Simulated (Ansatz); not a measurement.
The cell is SiO2 (I-42d) from a database structure; cell and atoms were relaxed with r2SCAN. Si has 4 O at 1.61 Å; O has 2 Si at 1.61 Å.

Space group I-42d (No. 122). a = 4.946 Å, b = 4.946 Å, c = 7.314 Å, α = 90.00°, β = 90.00°, γ = 90.00°
```csv
atom,site,symmetry,x,y,z
Si,4a,-4..,0.0000,0.0000,0.0000
O,8d,.2.,0.0981,0.2500,0.1250
```

The questions ask for values computed with Ansatz on this geometry. The values are computed, spin-unpolarised, and not measurements.

Given (8×8×8 mesh): The PBE gap is direct at Γ: 5.93 eV.

Problem. How does the gap change from PBE to r2SCAN (8×8×8)?

Solution. r2SCAN gives a direct gap of 6.56 eV at Γ. The gap differs by +0.63 eV from PBE's.

Problem. Estimate the gap with HSE06 on 4×4×4.

Solution. The HSE06 gap is direct at Γ: 7.72 eV. The gap differs by +1.79 eV from PBE's.

Problem. How does the gap change from PBE to PBE0 (4×4×4)?

Solution. With PBE0 the gap is 8.49 eV and direct, at Γ. The gap differs by +2.56 eV from PBE's.

Problem. What do these levels agree on?

Solution. r2SCAN covers 35 % of the step from PBE to HSE06, while HSE06 needs about 4 times r2SCAN's rough cost (on a coarser mesh). All these functionals give a gap of the same kind, direct.
